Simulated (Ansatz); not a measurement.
# Molecular dynamics of TaN

input.yaml

```yaml
accuracy: low
crystal:
  lattice:
    - [5.456886, 0.0, 0.0]
    - [-2.728443, 4.725802, 0.0]
    - [0.0, 0.0, 6.107502]
  atoms:
    - { symbol: Ta, position: [0.05025831, 0.05785387, -0.06785195] }
    - { symbol: Ta, position: [0.37456507, 0.68388401, 0.23037891] }
    - { symbol: Ta, position: [0.6675126, 0.3101256, 0.25224248] }
    - { symbol: "N", position: [0.41574586, 0.03262317, -0.00827248] }
    - { symbol: "N", position: [0.64583514, 0.69283574, -0.05666333] }
    - { symbol: "N", position: [0.04397118, 0.44638711, -0.01871894] }
    - { symbol: Ta, position: [0.00966952, 0.02260334, 0.43387583] }
    - { symbol: Ta, position: [0.33003708, 0.70867518, 0.71597497] }
    - { symbol: Ta, position: [0.65576483, 0.37659708, 0.73239292] }
    - { symbol: "N", position: [0.42441374, 0.05664345, 0.47606481] }
    - { symbol: "N", position: [0.63692614, 0.65364425, 0.50132267] }
    - { symbol: "N", position: [0.11579372, 0.43050644, 0.45797472] }
basis:
  ecutwfc: 420.0
kpoints:
  mp_grid: { grid: [2, 2, 2] }
hamiltonian:
  xc: pbe
  pseudopotentials: { kind: paw, azcp: { folder: soft_1 } }
scf:
  occupations: { method: fermi_dirac, width: 0.17 }
  lower_state_search: "off"
  max_iter: 56
md:
  timestep: 1
  n_steps: 200
  ensemble: nvt_nose_hoover
  temperature: 1400.0
  initial_velocities: maxwell_boltzmann
  seed: 467715
  nose_hoover: { tau: 10.0, chain_length: 1 }
```

Launched with:

```bash
$ ansatz run input.yaml --threads 1 --pin off --max-ram 3072MiB --backend cpu --events-out ev --progress --plain --runs-dir out
```

It goes on from the last frame of an earlier run, with new velocities.

Output, in part (step lines):

```
md step     0: t =     0.00 fs  T =  1400.0 K  F+E_penalty+E_count = -61911.73598920 eV  E_kin = 1.990604 eV  conserved = -61909.74538522 eV  (10 SCF iters)
md step     1: t =     1.00 fs  T =  1377.6 K  F+E_penalty+E_count = -61911.70416423 eV  E_kin = 1.958805 eV  conserved = -61909.74543772 eV  (8 SCF iters)
md step     2: t =     2.00 fs  T =  1358.8 K  F+E_penalty+E_count = -61911.67665889 eV  E_kin = 1.931966 eV  conserved = -61909.74545792 eV  (8 SCF iters)
md step     3: t =     3.00 fs  T =  1343.4 K  F+E_penalty+E_count = -61911.65302959 eV  E_kin = 1.910149 eV  conserved = -61909.74544247 eV  (8 SCF iters)
md step     4: t =     4.00 fs  T =  1331.9 K  F+E_penalty+E_count = -61911.63336024 eV  E_kin = 1.893837 eV  conserved = -61909.74539011 eV  (8 SCF iters)
md step     5: t =     5.00 fs  T =  1325.0 K  F+E_penalty+E_count = -61911.61828144 eV  E_kin = 1.883952 eV  conserved = -61909.74530222 eV  (3 SCF iters)
md step     6: t =     6.00 fs  T =  1323.5 K  F+E_penalty+E_count = -61911.60894441 eV  E_kin = 1.881823 eV  conserved = -61909.74518444 eV  (4 SCF iters)
md step     7: t =     7.00 fs  T =  1328.6 K  F+E_penalty+E_count = -61911.60693825 eV  E_kin = 1.889095 eV  conserved = -61909.74504728 eV  (3 SCF iters)
[... lines left out ...]
md step   198: t =   198.00 fs  T =  1478.6 K  F+E_penalty+E_count = -61911.79539611 eV  E_kin = 2.102362 eV  conserved = -61909.74492836 eV  (3 SCF iters)
md step   199: t =   199.00 fs  T =  1606.4 K  F+E_penalty+E_count = -61911.87345203 eV  E_kin = 2.284101 eV  conserved = -61909.74515376 eV  (3 SCF iters)
md step   200: t =   200.00 fs  T =  1739.0 K  F+E_penalty+E_count = -61911.95655172 eV  E_kin = 2.472598 eV  conserved = -61909.74539421 eV  (8 SCF iters)
```

The steps, from the saved trajectory:

```
time (fs)  T (K)  potential energy less start (eV)  conserved less start (meV/atom)
        0   1400                             0.000                             0.00
        6   1323                             0.127                             0.02
       12   1489                            -0.032                             0.06
       18   1834                            -0.573                            -0.06
       24   1642                            -0.846                            -0.15
       30   1051                            -0.620                            -0.11
       36    761                            -0.409                            -0.06
       42   1012                            -0.579                            -0.08
       48   1707                            -0.940                            -0.13
       54   2078                            -0.967                            -0.09
       60   1691                            -0.748                             0.04
       66   1440                            -1.014                             0.00
       72   1388                            -1.580                            -0.13
       78   1194                            -1.866                            -0.15
       84   1003                            -1.900                            -0.11
       90   1089                            -2.027                            -0.10
       96   1478                            -2.323                            -0.15
      102   1760                            -2.481                            -0.17
      108   1581                            -2.362                            -0.11
      114   1314                            -2.281                            -0.10
      120   1241                            -2.381                            -0.14
      126   1269                            -2.484                            -0.17
      132   1262                            -2.411                            -0.17
      138   1205                            -2.141                            -0.14
      144   1217                            -1.808                            -0.09
      150   1453                            -1.601                            -0.08
      156   1759                            -1.448                            -0.14
      162   1555                            -0.914                            -0.06
      168   1297                            -0.505                             0.04
      174   1493                            -0.686                            -0.11
      180   1477                            -0.633                            -0.10
      186   1169                            -0.217                            -0.03
      192   1041                             0.115                             0.05
      198   1479                            -0.059                             0.04
```

The run went to its last step. The conserved energy stayed within 0.18 meV per atom of its start (net change -0.00075 meV per atom), so the integration is sound. A run of 0.2 ps of so small a system gives no equilibrium averages. Limits of this set-up: coarse k mesh, low accuracy level.

Mean squared displacements from the first frame to the last, about the centre of mass: Ta 0.15 Å², N 0.16 Å².

Last frame:

```xyz
12
Lattice="5.4569 0.0000 0.0000 -2.7284 4.7258 0.0000 0.0000 0.0000 6.1075" Properties=species:S:1:pos:R:3
Ta 0.106 0.096 -0.080
Ta -0.171 3.183 1.332
Ta 2.837 1.852 1.264
N 2.158 0.053 -0.225
N 1.761 3.092 -0.148
N -0.913 1.903 -0.449
Ta 0.051 0.019 3.125
Ta -0.012 3.509 4.250
Ta 2.734 1.613 4.201
N 2.055 -0.082 2.589
N 1.495 3.229 2.708
N -0.992 1.885 2.979
```

Time of the run: 9.9 min on 1 thread of Arm Neoverse V1, with other jobs on the host, peak memory 0.47 GiB.
